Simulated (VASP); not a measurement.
# BP (F-43m) in VASP: further runs

Runs on BP. Level: PBE. Tasks: G0W0 quasiparticle levels.

Program: VASP 6.6.1. These are calculated values, not measurements. Logs are shortened: lines on timing, memory, paths and dates and some standing lists are left out, and cuts for length are marked.

**1. The structure**

Symmetry: F-43m, No. 216, cubic system. Conventional cell: a = 4.538 Å, b = 4.538 Å, c = 4.538 Å, α = 90.00°, β = 90.00°, γ = 90.00°. P (site symmetry -43m) is surrounded by 4 B at 1.97 Å. B (site symmetry -43m) is surrounded by 4 P at 1.97 Å.

**2. G0W0 quasiparticle levels, PBE**

POSCAR

```
BP
1.0
    0.0000000000      2.2690000000      2.2690000000
    2.2690000000      0.0000000000      2.2690000000
    2.2690000000      2.2690000000      0.0000000000
P B
1 1
Direct
    0.7500000000      0.7500000000      0.7500000000
    0.0000000000      0.0000000000      0.0000000000
```

INCAR.step1

```
PREC = Accurate ; ENCUT = 450
EDIFF = 1E-8 ; ISMEAR = 0
SIGMA = 0.01 ; LREAL = False
LASPH = True ; NELM = 80
ALGO = Normal ; LWAVE = True
LCHARG = False ; GGA = PE
```

INCAR.step2

```
PREC = Accurate ; ENCUT = 450
EDIFF = 1E-8 ; ISMEAR = 0
SIGMA = 0.01 ; LREAL = False
LASPH = True ; NELM = 1
ALGO = Exact ; LWAVE = True
LCHARG = False ; GGA = PE
NBANDS = 32 ; LOPTICS = True
ISTART = 1
```

INCAR.step3

```
PREC = Accurate ; ENCUT = 450
EDIFF = 1E-8 ; ISMEAR = 0
SIGMA = 0.01 ; LREAL = False
LASPH = True ; ALGO = EVGW0
LWAVE = False ; LCHARG = False
GGA = PE ; NELMGW = 1
NBANDS = 32 ; ENCUTGW = 200
NOMEGA = 48 ; PRECFOCK = Fast
ISTART = 1 ; NBANDSGW = 12
```

KPOINTS

```
Automatic mesh
0
Gamma
  3 3 3
```

Potentials or basis: VASP PAW PBE potentials, release 64 (P_GW, B_GW).

On the command line:

```bash
$ cat potpaw_PBE.64/P_GW/POTCAR potpaw_PBE.64/B_GW/POTCAR > POTCAR
$ cp INCAR.step1 INCAR
$ mpirun -np 1 vasp_std > vasp.out
$ cp INCAR.step2 INCAR
$ mpirun -np 1 vasp_std > vasp.out
$ cp INCAR.step3 INCAR
$ mpirun -np 1 vasp_std > vasp.out
```

OUTCAR:

```text
PREC = Accurate
   ENCUT = 450
   EDIFF = 1E-8
   ISMEAR = 0
   LREAL = False
   LASPH = True
   GGA = PE
   NELMGW = 1
   ENCUTGW = 200
   PRECFOCK = Fast
   ISTART = 1

 Found      4 irreducible k-points:

 Following reciprocal coordinates:
            Coordinates               Weight
  0.000000  0.000000  0.000000      1.000000
  0.333333  0.000000  0.000000      8.000000
  0.333333  0.333333  0.000000      6.000000
 -0.333333  0.333333  0.000000     12.000000
   k-points           NKPTS =      4   k-points in BZ     NKDIM =     27   number of bands    NBANDS=     32
   number of dos      NEDOS =    301   number of ions     NIONS =      2
   total plane-waves  NPLWV =  13824
   dimension x,y,z NGX =    24 NGY =   24 NGZ =   24
   dimension x,y,z NGXF=    48 NGYF=   48 NGZF=   48
   ions per type =               1   1
   NGX,Y,Z   is equivalent  to a cutoff of  12.43, 12.43, 12.43 a.u.
   NGXF,Y,Z  is equivalent  to a cutoff of  24.87, 24.87, 24.87 a.u.
 SYSTEM =  unknown system
   PREC   = accura    normal or accurate (medium, high low for compatibility)
   ISTART =      1    job   : 0-new  1-cont  2-samecut
   ICHARG =      0    charge: 1-file 2-atom 10-const
   ISPIN  =      1    spin polarized calculation?
   LNONCOLLINEAR =      F non collinear calculations
   LSORBIT =      F    spin-orbit coupling
   LASPH  =      T    aspherical Exc in radial PAW
   ENCUT  =  450.0 eV  33.07 Ry    5.75 a.u.   5.55  5.55  5.55*2*pi/ulx,y,z
   NELM   =     60;   NELMIN=  2; NELMDL=  0     # of ELM steps
   EDIFF  = 0.1E-07   stopping-criterion for ELM
   LREAL  =      F    real-space projection
   EDIFFG = 0.1E-06   stopping-criterion for IOM
   NSW    =      0    number of steps for IOM
   IBRION =     -1    ionic relax: 0-MD 1-quasi-New 2-CG
   NFREE  =      0    steps in history (QN), initial steepest desc. (CG)
   ISIF   =      0    stress and relaxation
   ISYM   =      3    0-nonsym 1-usesym 2-fastsym
   POTIM  = 0.5000    time-step for ionic-motion
   TEBEG  =    0.0;   TEEND  =   0.0 temperature during run
   PSTRESS=    0.0 pullay stress
   NELECT =       8.0000    total number of electrons
   NUPDOWN=      -1.0000    fix difference up-down
   EMIN   =  10.00;   EMAX   =-10.00  energy-range for DOS
   EFERMI =   0.00;   METHOD = LEGACY
   ISMEAR =     0;   SIGMA  =   0.01  broadening in eV -4-tet -1-fermi 0-gaus
   EFERMI_NEDOS =   21; number of points for ismear=-14 and -15
   IALGO  =     38    algorithm
   IMIX   =      4    mixing-type and parameters
     AMIX     =   0.40;   BMIX     =  1.00
     AMIX_MAG =   1.60;   BMIX_MAG =  1.00
  volume/ion in A,a.u.               =      11.68        78.83
  Fermi-wavevector in a.u.,A,eV,Ry     =   1.145320  2.164342 17.847562  1.311759
  Thomas-Fermi vector in A             =   2.282009
   LORBIT       =      0    0 simple, 1 ext, 2 COOP (PROOUT), +10 PAW based schemes
   GGA     = PE    functional components
   LHFCALC =     T    Hartree Fock is set to
   PRECFOCK=fast      Normal, Fast or Accurate (Low or Medium for compatibility)
   ENCUT4O =  -1.0   cutoff for four orbital integrals eV
   NKREDX  =     1    reduce k-point grid by
   NKREDY  =     1    reduce k-point grid by
   NKREDZ  =     1    reduce k-point grid by
   AEXX    =    1.0000 exact exchange contribution
   HFSCREEN=    0.0000 screening length (either q_TF or 0.3 A-1)
   HFSCREENC=   0.0000 screening length for correlation (either q_TF or 0.3 A-1)
   ENCUTFOCK=  -1.0 apply spherical cutoff to Coloumb kernel
   IVDW    =     0    specifies the selected vdW correction
   LEPSILON=     F    determine dielectric tensor
   LRPA    =     F    only Hartree local field effects (RPA)
   LRPAFORCE           =     F    calculate RPA forces
   ENCUTGW             = 200.0    cutoff for response function in eV
   ENCUTGWSOFT         = 160.0    soft cutoff for Coulomb kernel in GW response function in eV
   ENCUTLF             =  -1.0    cutoff for local field effects
   NELMGW              =     1    number of iterations in solving QP/BSE equation
   NELMHF              =     1    number of iterations in the inner HF iteration
   NKREDLFX            =     1    NKREDLFY  =   1   NKREDLFZ  =   1
 non-spin polarized calculation
 Gauss-broadening in eV      SIGMA  =   0.01
  energy-cutoff  :      450.00
  volume of cell :       23.36
 maximum number of plane-waves:       531
 NGX is ok and might be reduce to    24
  NGX = 14; NGY = 14; NGZ = 14
   NGX = 11   NGY = 11   NGZ = 11
 maximum number of plane-waves:       169

 QP shifts <psi_nk| G(iteration)W_0 |psi_nk>: iteration 1
 for sc-GW calculations column KS-energies equals QP-energies in previous step
 and V_xc(KS)=  KS-energies - (<T + V_ion + V_H > + <T+V_H+V_ion>^1  + <V_x>^1)

 k-point   1 :       0.0000    0.0000    0.0000
  band No.  KS-energies  QP-energies   sigma(KS)   V_xc(KS)     V^pw_x(r,r')   Z            occupation Imag(sigma)

      1      -8.2562      -8.8363     -12.8407     -12.0443     -20.4104       0.7284       2.0000       1.5022
      2       7.2423       7.1038     -13.5076     -13.3323     -15.6940       0.7902       2.0000       0.0756
      3       7.2423       7.1038     -13.5076     -13.3323     -15.6940       0.7902       2.0000       0.0756
      4       7.2423       7.1038     -13.5076     -13.3323     -15.6940       0.7902       2.0000       0.0756
      5      10.5996      11.3099     -11.1471     -12.0587      -6.6990       0.7791       0.0000      -0.1130
      6      10.5996      11.3099     -11.1471     -12.0587      -6.6990       0.7791       0.0000      -0.1130
      7      10.5996      11.3099     -11.1471     -12.0587      -6.6990       0.7791       0.0000      -0.1130
      8      14.6211      15.3827     -11.7522     -12.7388      -5.8616       0.7718       0.0000      -0.2630
      9      18.7364      18.8671      -9.1794      -9.3455      -3.2088       0.7870       0.0000      -0.3916
     10      19.2001      20.1085     -10.5674     -11.7529      -4.8887       0.7662       0.0000      -0.2713
     11      19.2001      20.1085     -10.5674     -11.7529      -4.8887       0.7662       0.0000      -0.2713
     12      22.8563      23.3309      -9.2691      -9.8669      -2.7229       0.7939       0.0000      -0.7835

 k-point   2 :       0.3333    0.0000    0.0000
  band No.  KS-energies  QP-energies   sigma(KS)   V_xc(KS)     V^pw_x(r,r')   Z            occupation Imag(sigma)

      1      -6.3381      -6.8849     -13.0078     -12.2494     -19.8743       0.7210       2.0000       1.1191
      2       0.4812       0.0346     -12.7872     -12.1915     -16.7983       0.7499       2.0000       0.2808
      3       5.7643       5.5474     -13.3344     -13.0562     -15.8315       0.7796       2.0000       0.0900
      4       5.7643       5.5474     -13.3344     -13.0562     -15.8315       0.7796       2.0000       0.0900
      5      11.1127      11.7233     -11.3019     -12.0845      -6.5521       0.7802       0.0000      -0.1236
      6      12.0497      12.7812     -10.8930     -11.8323      -6.1150       0.7789       0.0000      -0.1322
      7      12.0497      12.7812     -10.8930     -11.8323      -6.1150       0.7789       0.0000      -0.1322
      8      17.3386      17.9036     -10.2259     -10.9706      -3.9912       0.7586       0.0000      -0.3649
      9      19.0046      19.7824     -10.4368     -11.4359      -4.5850       0.7785       0.0000      -0.3793
     10      19.0046      19.7824     -10.4368     -11.4359      -4.5850       0.7785       0.0000      -0.3793
     11      20.6568      21.0923      -9.9384     -10.5014      -3.6857       0.7736       0.0000      -0.4831
     12      24.9945      25.6577     -10.4161     -11.2976      -3.3551       0.7524       0.0000      -0.8090

 k-point   3 :       0.3333    0.3333    0.0000
  band No.  KS-energies  QP-energies   sigma(KS)   V_xc(KS)     V^pw_x(r,r')   Z            occupation Imag(sigma)

      1      -5.6621      -6.2413     -13.0571     -12.2893     -19.6316       0.7543       2.0000       1.0188
      2       1.6264       1.2119     -13.4455     -12.9007     -17.2483       0.7608       2.0000       0.2396
      3       3.7285       3.3998     -12.9990     -12.5712     -16.0353       0.7682       2.0000       0.1269
      4       3.7285       3.3998     -12.9990     -12.5712     -16.0353       0.7682       2.0000       0.1269
      5       8.5793       9.0340     -10.4838     -11.0563      -6.2808       0.7943       0.0000      -0.0915
      6      10.4955      10.9276      -9.9138     -10.4579      -5.2513       0.7942       0.0000      -0.1059
      7      16.8164      17.8010     -11.4748     -12.7487      -5.5689       0.7729       0.0000      -0.3334
      8      16.8164      17.8010     -11.4748     -12.7487      -5.5689       0.7729       0.0000      -0.3334
      9      20.8930      21.7989     -11.4565     -12.6458      -4.7080       0.7618       0.0000      -0.5830
     10      21.8821      22.8617     -10.6542     -11.9044      -4.3625       0.7836       0.0000      -0.5480
     11      24.4353      25.0760     -10.3876     -11.2334      -3.5072       0.7576       0.0000      -0.7464
     12      26.9735      27.9257     -10.7842     -12.0371      -3.5594       0.7600       0.0000      -1.1565

 k-point   4 :      -0.3333    0.3333    0.0000
  band No.  KS-energies  QP-energies   sigma(KS)   V_xc(KS)     V^pw_x(r,r')   Z            occupation Imag(sigma)

      1      -3.8247      -4.3027     -13.3614     -12.7142     -19.3027       0.7385       2.0000       0.7457
      2      -0.6121      -1.1360     -13.2120     -12.5124     -17.8964       0.7488       2.0000       0.4148
      3       0.8718       0.4105     -12.2330     -11.6314     -15.7545       0.7668       2.0000       0.2185
      4       4.1665       3.8562     -13.0965     -12.6946     -16.0028       0.7720       2.0000       0.1191
      5       9.8351      10.3152     -10.3044     -10.9091      -5.8143       0.7939       0.0000      -0.1038
      6      15.4335      16.1161     -10.7122     -11.5956      -5.2861       0.7727       0.0000      -0.2320
      7      15.7422      16.6676     -11.1428     -12.3392      -5.3371       0.7735       0.0000      -0.2995
      8      16.9753      17.8171     -11.3804     -12.4877      -5.3046       0.7602       0.0000      -0.3417
      9      17.6280      18.4535     -11.0620     -12.1376      -5.1107       0.7674       0.0000      -0.3387
     10      18.8698      19.6274     -10.4031     -11.3649      -4.7725       0.7877       0.0000      -0.3567
     11      25.9044      26.7513     -10.9392     -12.0791      -3.4867       0.7430       0.0000      -0.9372
     12      27.2862      27.7721      -9.5206     -10.1504      -2.6179       0.7715       0.0000      -0.9779
```

It took 14 s on 1 thread of Intel Xeon Platinum 8375C at 2.90GHz (Ice Lake), shared host; peak memory 0.17 GiB.

These settings aren't checked as converged: the numbers below hold their error.

What came out:

```
Band gap on the k mesh, mean-field level : 1.34 eV, indirect (least direct gap 3.36 eV)
Quasiparticle gap                        : 1.93 eV
Least direct quasiparticle gap           : 4.21 eV
```

Caveat: the k mesh is coarse (spacing up to 0.80 Å⁻¹), so the values aren't converged; bands, screening cutoff and mesh are small and nothing is extrapolated, so the quasiparticle values aren't converged; an odd mesh through Γ misses points on the zone boundary, where band edges often lie.

**3. G0W0 quasiparticle levels, PBE**

POSCAR is that of step 2.

INCAR.step1 is that of step 2.

INCAR.step2, as its differences from that of step 2:

```diff
@@ -6,3 +6,3 @@
 LCHARG = False ; GGA = PE
-NBANDS = 32 ; LOPTICS = True
+NBANDS = 60 ; LOPTICS = True
 ISTART = 1
```

INCAR.step3, as its differences from that of step 2:

```diff
@@ -6,3 +6,3 @@
 GGA = PE ; NELMGW = 1
-NBANDS = 32 ; ENCUTGW = 200
+NBANDS = 60 ; ENCUTGW = 150
 NOMEGA = 48 ; PRECFOCK = Fast
```

KPOINTS is that of step 2.

Potentials or basis: VASP PAW PBE potentials, release 64 (P_GW, B_GW).

On the command line:

```bash
$ cat potpaw_PBE.64/P_GW/POTCAR potpaw_PBE.64/B_GW/POTCAR > POTCAR
$ cp INCAR.step1 INCAR
$ mpirun -np 1 vasp_std > vasp.out
$ cp INCAR.step2 INCAR
$ mpirun -np 1 vasp_std > vasp.out
$ cp INCAR.step3 INCAR
$ mpirun -np 1 vasp_std > vasp.out
```

OUTCAR:

```text
PREC = Accurate
   ENCUT = 450
   EDIFF = 1E-8
   ISMEAR = 0
   LREAL = False
   LASPH = True
   GGA = PE
   NELMGW = 1
   ENCUTGW = 150
   PRECFOCK = Fast
   ISTART = 1

 Found      4 irreducible k-points:

 Following reciprocal coordinates:
            Coordinates               Weight
  0.000000  0.000000  0.000000      1.000000
[... 86 lines left out ...]
      2       7.2423       6.8433     -13.8394     -13.3323     -15.6940       0.7869       2.0000       0.0817
      3       7.2423       6.8433     -13.8394     -13.3323     -15.6940       0.7869       2.0000       0.0817
      4       7.2423       6.8433     -13.8394     -13.3323     -15.6940       0.7869       2.0000       0.0817
      5      10.5996      11.0519     -11.4762     -12.0587      -6.6990       0.7765       0.0000      -0.1073
      6      10.5996      11.0519     -11.4762     -12.0587      -6.6990       0.7765       0.0000      -0.1073
      7      10.5996      11.0519     -11.4762     -12.0587      -6.6990       0.7765       0.0000      -0.1073
      8      14.6211      15.1015     -12.1133     -12.7388      -5.8616       0.7681       0.0000      -0.2616
      9      18.7364      18.6555      -9.4487      -9.3455      -3.2088       0.7843       0.0000      -0.3936
     10      19.2001      19.7848     -10.9885     -11.7529      -4.8887       0.7648       0.0000      -0.2684
     11      19.2001      19.7848     -10.9885     -11.7529      -4.8887       0.7648       0.0000      -0.2684
     12      22.8563      23.0316      -9.6458      -9.8669      -2.7229       0.7929       0.0000      -0.7817
[... 36 lines left out ...]
      1      -3.8247      -4.4971     -13.6268     -12.7142     -19.3027       0.7368       2.0000       0.7352
      2      -0.6121      -1.3478     -13.4980     -12.5124     -17.8964       0.7465       2.0000       0.4046
      3       0.8718       0.2137     -12.4923     -11.6314     -15.7545       0.7644       2.0000       0.2129
      4       4.1665       3.6255     -13.3974     -12.6946     -16.0028       0.7697       2.0000       0.1204
      5       9.8351      10.0845     -10.5940     -10.9091      -5.8143       0.7913       0.0000      -0.1042
      6      15.4335      15.8423     -11.0643     -11.5956      -5.2861       0.7694       0.0000      -0.2280
      7      15.7422      16.3719     -11.5218     -12.3392      -5.3371       0.7703       0.0000      -0.2926
      8      16.9753      17.5235     -11.7636     -12.4877      -5.3046       0.7571       0.0000      -0.3375
      9      17.6280      18.1545     -11.4483     -12.1376      -5.1107       0.7637       0.0000      -0.3334
     10      18.8698      19.3185     -10.7922     -11.3649      -4.7725       0.7836       0.0000      -0.3514
     11      25.9044      26.4135     -11.3932     -12.0791      -3.4867       0.7422       0.0000      -0.9248
     12      27.2862      27.4489      -9.9387     -10.1504      -2.6179       0.7683       0.0000      -0.9695
```

OUTCAR.step2:

```text
PREC = Accurate
   ENCUT = 450
   EDIFF = 1E-8
   ISMEAR = 0
   LREAL = False
[... 518 lines left out ...]
     0.00000    18.71221    18.71221    18.71221     0.00000     0.00000    -0.00000
     1.31644    20.17166    20.17166    20.17166     0.00000     0.00000    -0.00000
     2.63288    28.42479    28.42479    28.42479     0.00000     0.00000    -0.00000
     3.94932    20.30523    20.30523    20.30523     0.00000     0.00000    -0.00000
     5.26577    59.53772    59.53772    59.53772     0.00000     0.00000    -0.00000
     6.58221   -28.29650   -28.29650   -28.29650    -0.00000    -0.00000     0.00000
[... 92 lines left out ...]
   129.01128     0.96177     0.96177     0.96177    -0.00000    -0.00000     0.00000
   130.32772     0.96256     0.96256     0.96256    -0.00000    -0.00000     0.00000
```

Run time: 14 s. Hardware: 1 thread of Intel Xeon Platinum 8375C at 2.90GHz (Ice Lake), shared host; peak memory 0.16 GiB.

These settings aren't checked as converged: the numbers below hold their error.

What came out:

```
Band gap on the k mesh, mean-field level : 1.34 eV, indirect (least direct gap 3.36 eV)
Quasiparticle gap                        : 1.96 eV
Least direct quasiparticle gap           : 4.21 eV
```

Caveat: the k mesh is coarse (spacing up to 0.80 Å⁻¹), so the values aren't converged; bands, screening cutoff and mesh are small and nothing is extrapolated, so the quasiparticle values aren't converged; an odd mesh through Γ misses points on the zone boundary, where band edges often lie.

[end of part 1 of 2]
